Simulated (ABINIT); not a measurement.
Ni:

```
CELL_PARAMETERS angstrom
-1.38372 1.38372 1.38372
1.38372 -1.38372 1.38372
1.38372 1.38372 -1.38372
ATOMIC_POSITIONS crystal
Ni 0.00000 0.00000 0.00000
```

This isn't the form of Ni at room conditions, which is fcc.

Alike in all runs: program ABINIT 10.8.3 (patched build); functional PBE; potentials or basis JTH PAW PBE v2.0; cutoff 1116 eV; k mesh 10 × 10 × 10; occupations fermi-dirac, width 0.05 eV.

Starts and where they ended:

```tsv
start	free energy over the lowest (meV/atom)	net moment (μB)	site or absolute moments (μB)	gap
collinear spin, ferromagnetic start of up to 2.5 μB	0.0	0.49	Ni +0.52	none (metal or under the smearing width)
no spin polarisation	2.9	-	-	none (metal or under the smearing width)
collinear spin, ferromagnetic start of up to 1 μB	0.0	0.49	Ni +0.52	none (metal or under the smearing width)
```

Allowing spin polarisation gains 3 meV/atom. A still lower state may exist.
